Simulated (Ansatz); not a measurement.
The system is CoO.

```xyz
2
Lattice="-1.5080 1.5080 2.1073 1.5080 -1.5080 2.1073 1.5080 1.5080 -2.1073" Properties=species:S:1:pos:R:3 pbc="T T T"
Co    0.0000    0.0000    0.0000
O     0.0000    0.0000    2.1073
```

Base run:

```yaml
Program: Ansatz 0.2.0
Functional: PBE
Potentials_or_basis: Ansatz PAW
Cutoff: "420 eV (not typed: the program's choice for these potentials)"
k_mesh: 10 × 10 × 10
Occupations: fermi-dirac, width 0.05 eV
Spin: collinear spin, ferromagnetic start
Starting_moments: "[0.5, 0.0] μB"
Fixed_moment: 0.5 μB
```

Its results: pressure -17.0 GPa; site moments Co +0.49; O -0.03 μB.

Q: The run is repeated on the same cell with these changes: fixed moment from 0.5 μB to 4 μB; moments at the start from [0.5, 0.0] to [4.0, 0.0]. What comes out?

A: Pressure 24.6 GPa; site moments Co +2.90; O +0.68 μB.

Caveats: the total moment is fixed, so each spin has its own Fermi level; a cell with one magnetic atom can't hold antiferromagnetic order, which such compounds often take; the thresholds are loose for stress.
